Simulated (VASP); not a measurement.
**Sc: single point with PBEsol**

Crystal: Sc.

```xyz
1
Lattice="0.0000 2.2600 2.2600 2.2600 0.0000 2.2600 2.2600 2.2600 0.0000" Properties=species:S:1:pos:R:3 pbc="T T T"
Sc    0.0000    0.0000    0.0000
```

This isn't the form of Sc at room conditions, which is hcp.

```
Program                : VASP 6.6.1
Task                   : single point
Functional             : PBEsol
Potentials or basis    : VASP PAW PBE potentials, release 64 (Sc_sv)
Cutoff                 : 520 eV
k mesh                 : 12 × 12 × 12
Occupations            : fermi-dirac, width 0.05 eV
Spin                   : no spin polarisation
Dipole correction      : no
Further INCAR settings : ALGO = Normal; EDIFF = 1e-07; NBANDS = 12
```

* Pressure: 1.3 GPa
* Band gap on the k mesh: none (metal or under the smearing width)

Levels at points of the mesh, in eV from the Fermi level:
| k point | band 3 | band 4 | band 5 | band 6 | band 7 | band 8 |
| --- | --- | --- | --- | --- | --- | --- |
| (0.00, 0.00, 0.00) | -27.51 | -27.51 | -5.32 | 1.66 | 1.66 | 1.66 |
| (0.50, 0.00, 0.00) | -27.58 | -27.58 | -1.86 | 0.37 | 1.54 | 1.54 |
| (0.50, 0.50, 0.00) | -27.69 | -27.69 | -1.67 | -0.73 | 2.15 | 4.15 |

Run time: 8.2 s on 1 thread of Intel(R) Xeon(R) Platinum 8488C (Sapphire Rapids) (shared host), peak memory 0.15 GiB.

Caveat: the PAW data sets were made with another functional, which shifts forces and pressure a little.
